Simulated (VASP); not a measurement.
## InPd: band structure with LAK

InPd:

```xyz
2
Lattice="3.2719 0.0000 0.0000 0.0000 3.2719 0.0000 0.0000 0.0000 3.2719" Properties=species:S:1:pos:R:3 pbc="T T T"
In    0.0000    0.0000    0.0000
Pd    1.6359    1.6359    1.6359
```

The cell comes from a database or a generator and needn't be the stable form of this composition.

```json
{
  "Program": "VASP 6.6.1",
  "Task": "band structure",
  "Functional": "LAK",
  "Potentials or basis": "VASP PAW PBE potentials, release 64 (In_d, Pd)",
  "Cutoff": "520 eV",
  "k mesh": "8 × 8 × 8",
  "Occupations": "fermi-dirac, width 0.05 eV",
  "Spin": "no spin polarisation",
  "Further INCAR settings": "ALGO = Normal; EDIFF = 1e-06; NBANDS = 18"
}
```

```
Pressure                : 9.1 GPa
Band gap along the path : none (metal or under the smearing width)
```

Levels at the corners of the path, in eV from the Fermi level:
```tsv
point	band 9	band 10	band 11	band 12	band 13	band 14
Γ	-2.35	-2.35	-2.35	4.79	4.79	4.79
X	-3.35	-3.35	-2.42	-1.12	9.95	10.42
X	-3.35	-3.35	-2.42	-1.12	9.95	10.42
M	-2.79	-2.35	-2.35	-1.80	1.84	2.86
M	-2.79	-2.35	-2.35	-1.80	1.84	2.86
Γ	-2.35	-2.35	-2.35	4.79	4.79	4.79
Γ	-2.35	-2.35	-2.35	4.79	4.79	4.79
R	-1.75	-1.75	0.77	4.10	4.10	4.10
R	-1.75	-1.75	0.77	4.10	4.10	4.10
X	-3.35	-3.35	-2.42	-1.12	9.95	10.42
M	-2.79	-2.35	-2.35	-1.80	1.84	2.86
R	-1.75	-1.75	0.77	4.10	4.10	4.10
```

It took 71 s on 1 thread of Intel(R) Xeon(R) Platinum 8559C (Emerald Rapids) (shared host), peak memory 0.16 GiB.

Caveat: the PAW data sets were made with another functional, which shifts forces and pressure a little; spin-orbit coupling is left out, which moves the levels of the heavy elements.
